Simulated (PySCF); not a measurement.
1,3-cyclohexadiene, C₆H₈.
Atom-mapped SMILES: `[CH:1]1=[CH:2][CH2:3][CH2:4][CH:5]=[CH:6]1` (hydrogens: H7 on C1; H8 on C2; H9, H10 on C3; H11, H12 on C4; H13 on C5; H14 on C6)

Computed with TDDFT PBE0/def2-SVPD, vertical, gas phase, core orbitals frozen in the response in PySCF. The structure is a single PBE0-D3(BJ)/def2-SVP conformer in the gas phase; no vibrational or solvent corrections.

Computed states:

```tsv
state	E (eV)	f
S1	4.70	0.117
S2	5.87	0.0052
S3	6.49	0.0038
S4	6.60	0.011
S5	6.64	0.0037
S6	6.85	0.0098
S7	6.99	0.0004
S8	7.04	0.054
S9	7.34	0.027
S10	7.54	0.011
```

Each state is given a Gaussian of 0.4 eV full width at half maximum, with ε(max) = 2.175×10⁸ f / Δν̃ (Δν̃ the width in cm⁻¹). The width is an assumption, not a result. The curve ends short of the highest state used, and states not computed would add to its high-energy end.

(1) Give the broadened spectrum and its maxima.

(2) On this curve, what absorbance would a 10⁻⁴ mol/L sample give at 266 nm over a 1 cm path?

(3) Coming from long wavelengths, where does ε first pass 100 L mol⁻¹ cm⁻¹?

Answers

(1) 
```json
{"E (eV)": "4.10", "ε (L mol⁻¹ cm⁻¹)": "17"}
{"E (eV)": "4.22", "ε (L mol⁻¹ cm⁻¹)": "158"}
{"E (eV)": "4.34", "ε (L mol⁻¹ cm⁻¹)": "890"}
{"E (eV)": "4.47", "ε (L mol⁻¹ cm⁻¹)": "3288"}
{"E (eV)": "4.59", "ε (L mol⁻¹ cm⁻¹)": "6537"}
{"E (eV)": "4.71", "ε (L mol⁻¹ cm⁻¹)": "7889"}
{"E (eV)": "4.84", "ε (L mol⁻¹ cm⁻¹)": "5506"}
{"E (eV)": "4.96", "ε (L mol⁻¹ cm⁻¹)": "2349"}
{"E (eV)": "5.09", "ε (L mol⁻¹ cm⁻¹)": "532"}
{"E (eV)": "5.21", "ε (L mol⁻¹ cm⁻¹)": "80"}
{"E (eV)": "5.33", "ε (L mol⁻¹ cm⁻¹)": "10"}
{"E (eV)": "5.46", "ε (L mol⁻¹ cm⁻¹)": "19"}
{"E (eV)": "5.58", "ε (L mol⁻¹ cm⁻¹)": "80"}
{"E (eV)": "5.71", "ε (L mol⁻¹ cm⁻¹)": "222"}
{"E (eV)": "5.83", "ε (L mol⁻¹ cm⁻¹)": "338"}
{"E (eV)": "5.95", "ε (L mol⁻¹ cm⁻¹)": "314"}
{"E (eV)": "6.08", "ε (L mol⁻¹ cm⁻¹)": "185"}
{"E (eV)": "6.20", "ε (L mol⁻¹ cm⁻¹)": "169"}
{"E (eV)": "6.32", "ε (L mol⁻¹ cm⁻¹)": "405"}
{"E (eV)": "6.45", "ε (L mol⁻¹ cm⁻¹)": "931"}
{"E (eV)": "6.57", "ε (L mol⁻¹ cm⁻¹)": "1419"}
{"E (eV)": "6.70", "ε (L mol⁻¹ cm⁻¹)": "1906"}
{"E (eV)": "6.82", "ε (L mol⁻¹ cm⁻¹)": "2777"}
{"E (eV)": "6.94", "ε (L mol⁻¹ cm⁻¹)": "3978"}
```

Maxima: 264 nm (4.70 eV), ε about 7900, made up of S1 (100%); 211 nm (5.87 eV), ε about 350, made up of S2 (100%) (ε in L mol⁻¹ cm⁻¹; maxima over ε = 5, shares over 10%). At its high-energy end, 6.94 eV, the curve is still rising (ε about 4000, from S6 and S8).

(2) 266 nm is 4.661 eV, where ε is about 7800 L mol⁻¹ cm⁻¹, so A = ε c l ≈ 0.78 (Beer–Lambert, with the gas-phase spectrum and the assumed width).

(3) At about 296 nm (4.19 eV), 0.50 eV below S1.

The vertical ionisation energy (ΔSCF) is 8.10 eV, 0.55 eV above S10.

Hardware: an Arm Neoverse V2 with one thread, shared host. Cost: 45 s of wall time.
